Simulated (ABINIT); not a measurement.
Crystal: CdS (Hawleyite).

```
CELL_PARAMETERS angstrom
0.00000 2.91650 2.91650
2.91650 0.00000 2.91650
2.91650 2.91650 0.00000
ATOMIC_POSITIONS crystal
Cd 0.00000 0.00000 0.00000
S 0.75000 0.75000 0.75000
```

Base run:

* Program: ABINIT 10.8.3 (patched build)
* Functional: r2SCAN
* Potentials or basis: SG15 NC PBE v1.2
* Cutoff: 980 eV
* k mesh: 8 × 8 × 8
* Occupations: fermi-dirac, width 0.05 eV
* Spin: no spin polarisation

Its results: band gap on the k mesh 1.44 eV, direct; pressure 1.4 GPa.

**Question.** The run is repeated on the same cell with these changes: potentials or basis from SG15 NC PBE v1.2 to JTH PAW PBE v2.0; cutoff from 980 eV to 707 eV; valence electrons from 26 to 18. What comes out?

**Answer.** Band gap on the k mesh 1.56 eV, direct; pressure 1.3 GPa.

Caveats: the potentials were made for another functional, which shifts forces and pressure (some runs); the PAW data sets were made with another functional, which shifts forces and pressure a little (some runs).

